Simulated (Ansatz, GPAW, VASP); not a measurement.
## One calculation of CsH, 3 ways

```
Cs H
1.0
     3.81841    0.00000    0.00000
     0.00000    3.81841    0.00000
     0.00000    0.00000    3.81841
Cs H
1 1
Direct
  0.00000 0.00000 0.00000
  0.50000 0.50000 0.50000
```

The cell comes from a database or a generator and needn't be the stable form of this composition.

Alike in all runs: task single point; functional LDA; k mesh 7 × 7 × 7; occupations gaussian, width 0.02 eV; no spin polarisation; no spin-orbit coupling. LDA stands for any of its common fits. Pressure is positive in compression and, in plane waves, holds the error of the finite cutoff.

```tsv
program and potentials	plane-wave cutoff (eV)	notes	pressure (GPa)
VASP, LDA PAW files Cs_sv, H, 520 eV	520	-	-1.89
Ansatz, all-electron LAPW, scalar-relativistic	-	-	-1.94
GPAW, the program's PAW data sets (release 1.2.1) made for this functional	600	-	-1.89
```

The pressure spans -1.94 (Ansatz, all-electron LAPW, scalar-relativistic) to -1.89 GPa (VASP, LDA PAW files Cs_sv, H, 520 eV), with all-electron results at -1.94.

The functional is the same throughout but for its coding, so the spread measures potentials, basis and numerics; runs on potential files found faulty are left out.
